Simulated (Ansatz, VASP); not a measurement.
As: VASP beside Ansatz

File INCAR:

```
PREC     = Accurate       # precision mode
ENCUT    = 520            # plane-wave cutoff, eV
EDIFF    = 1E-6           # SCF threshold, eV
ISMEAR   = -1             # smearing method
SIGMA    = 0.1            # smearing width, eV
LREAL    = False          # projectors in reciprocal space
LASPH    = True           # aspherical terms in the spheres
NELM     = 80             # most SCF steps
ALGO     = Normal         # electronic algorithm
ISIF     = 2              # what is computed and relaxed
LWAVE    = False          # write WAVECAR
LCHARG   = False          # write CHGCAR
GGA      = RP             # functional
NBANDS   = 14             # bands
```

Contents of KPOINTS:

```
Automatic mesh
0
Gamma
  9 9 12
```

File POSCAR:

```
As
1.0
    4.8834752713      0.0000000000      0.0000000000
   -2.4417376356      4.2292136437      0.0000000000
    0.0000000000      0.0000000000      2.8476380195
As
3
Direct
    0.0000000000      1.0000000000      0.0000000000
    0.3333333333      0.6666666667      0.5000000000
    0.6666666667      0.3333333333      0.5000000000
```

Input for Ansatz:

```yaml
crystal:
  lattice:
    - [4.8834752713, 0.0, 0.0]
    - [-2.4417376356, 4.2292136437, 0.0]
    - [0.0, 0.0, 2.8476380195]
  atoms:
    - { symbol: As, position: [0.0, 1.0, 0.0] }
    - { symbol: As, position: [0.3333333333, 0.6666666667, 0.5] }
    - { symbol: As, position: [0.6666666667, 0.3333333333, 0.5] }
hamiltonian:
  xc: rpbe
  pseudopotentials:
    kind: paw
    azcp:
      As: "pseudopotentials/As.paw.azcp"
basis:
  ecutwfc: 420
  fft_grid_basis: typed
kpoints:
  mp_grid: { grid: [9, 9, 12], shift: [0, 0, 0] }
magnetization:
  spin_polarized: false
scf:
  occupations: { method: fermi_dirac, width: 0.1 }
  lower_state_search: "off"
output:
  stress: true
```

Alike in both runs: task single point; functional RPBE; k mesh 9 × 9 × 12; occupations fermi-dirac, width 0.1 eV; no spin polarisation.

```csv
,VASP,Ansatz
version,VASP 6.6.1,Ansatz 0.2.0
potentials or method,"VASP PAW PBE potentials, release 64 (As)","plane waves (420 eV) with PAW, scalar-relativistic"
plane-wave cutoff (eV),520,420
valence electrons in the cell,15,45
```

|  | VASP | Ansatz | Ansatz less VASP |
| --- | --- | --- | --- |
| pressure (GPa) | 0.2 | 0.2 | 0.00 |
| largest component of the traceless stress (GPa) | 0.78 | 0.77 | -0.012 |

With one functional, cell and mesh, what is left measures potentials, basis and numerics. The two sets of potentials don't hold the same shells in valence.

Caveats: the PAW data sets were made with another functional, which shifts forces and pressure a little (VASP).
